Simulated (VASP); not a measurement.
Crystal: Ga3Se.

```
Ga Se
1.0
     4.37826    0.00000    0.00000
     0.00000    4.37826    0.00000
     0.00000    0.00000    4.37826
Ga Se
3 1
Direct
  0.00000 0.50000 0.50000
  0.50000 0.00000 0.50000
  0.50000 0.50000 0.00000
  0.00000 0.00000 0.00000
```

The cell comes from a database or a generator and needn't be the stable form of this composition.

The cell isn't the ideal one: In replaced by Ga, lengths x 0.934, strained and moved within the space group.

Base run:

| Quantity | Value |
| --- | --- |
| Program | VASP 6.6.1 |
| Functional | PBE |
| Potentials or basis | VASP PAW PBE potentials, release 64 (Ga_d, Se) |
| Cutoff | 520 eV |
| k mesh | 4 × 4 × 4 |
| Occupations | gaussian, width 0.1 eV |
| Spin | no spin polarisation |

Its results: band gap on the k mesh none (metal or under the smearing width); pressure 1.7 GPa.

The run is repeated on the same cell with these changes: k mesh from 4 × 4 × 4 to 10 × 10 × 10; further incar settings from ALGO = Normal; EDIFF = 1e-06; NBANDS = 30 to ALGO = Fast; EDIFF = 1e-06; NBANDS = 30. What comes out?

Band gap on the k mesh none (metal or under the smearing width); pressure 0.8 GPa.
